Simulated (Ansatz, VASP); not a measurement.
**Two plane-wave programs on BP**

```
B P
1.0
     2.70805    0.00000    0.00000
     0.00000    2.70805    0.00000
     0.00000    0.00000    2.70805
B P
1 1
Cartesian
  0.0000 0.0000 0.0000
  1.3540 1.3540 1.3540
```

Alike in both runs: task single point; functional PBE; k mesh 6 × 6 × 6; occupations fermi-dirac, width 0.5 eV; no spin polarisation.

|  | VASP | Ansatz |
| --- | --- | --- |
| version | VASP 6.6.1 | Ansatz 0.2.0 |
| potentials or method | VASP PAW PBE potentials, release 64 (B, P) | plane waves |
| plane-wave cutoff (eV) | 520 | 420 |
| valence electrons in the cell | 8 | 8 |

|  | VASP | Ansatz | Ansatz less VASP |
| --- | --- | --- | --- |
| pressure (GPa) | 3.7 | 3.9 | +0.24 |

Caveats: the k mesh is coarse (spacing up to 0.39 Å⁻¹), so the values aren't converged.
